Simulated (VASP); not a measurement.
MgS:

```
CELL_PARAMETERS angstrom
0.00000 2.83312 2.83312
2.83312 0.00000 2.83312
2.83312 2.83312 0.00000
ATOMIC_POSITIONS crystal
S 0.25000 0.25000 0.25000
Mg 0.00000 0.00000 0.00000
```

The cell comes from a database or a generator and needn't be the stable form of this composition.

Base run:

```yaml
Program: VASP 6.6.1
Functional: PBE
Potentials_or_basis: VASP PAW PBE potentials, release 64 (S_GW, Mg_GW)
Cutoff: 450 eV
k_mesh: 8 × 8 × 8
Occupations: gaussian, width 0.02 eV
Spin: no spin polarisation
```

Its results: band gap on the k mesh 3.44 eV, direct; pressure 0.8 GPa.

Problem. The run is repeated on the same cell with these changes: functional from PBE to LDA; potentials or basis from VASP PAW PBE potentials, release 64 (S_GW, Mg_GW) to VASP PAW LDA potentials, release 64 (S, Mg); cutoff from 450 eV to 520 eV. What comes out?

Solution. Band gap on the k mesh 3.18 eV, direct; pressure -2.5 GPa.
